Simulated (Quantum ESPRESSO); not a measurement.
# HgTe: zone-centre phonons under several settings

```
Hg Te
1.0
     0.00000    3.18000    3.18000
     3.18000    0.00000    3.18000
     3.18000    3.18000    0.00000
Hg Te
1 1
Direct
  0.00000 0.00000 0.00000
  0.50000 0.50000 0.50000
```

Measurements of this composition are mostly on another form, of space group No. 216.

All runs used Quantum ESPRESSO 7.5; no spin polarisation.

```tsv
level	potentials	k mesh (s: shifted)	geometry	cutoff (eV)	occupations	volume (Å³/atom)	pressure (GPa)	lowest optical mode without the field (cm⁻¹)
BLYP	SPMS 1.0 PBE	5 × 5 × 5	given cell, atoms relaxed	952	cold, width 0.272 eV	32.16	?	?
PBEsol	GBRV 1.5 PBEsol	7 × 7 × 7	relaxed cell	612	cold, width 0.136 eV	27.07	0.0	95
```

Task: What stands in the row left open?

Result: Pressure -0.5 GPa; lowest optical mode without the field 61 cm⁻¹.

Caveats: the mesh is thin for the phonons of a metal; the potentials were made for another functional, which shifts forces and pressure (some runs); the volume moved by over 15 % at a fixed basis, so the end points are rough (some runs).

For the row left open. Caveat: the k mesh is coarse; the mesh is thin for the phonons of a metal; the potentials were made for another functional, which shifts forces and pressure.

The runs don't all hold the same shells in valence.
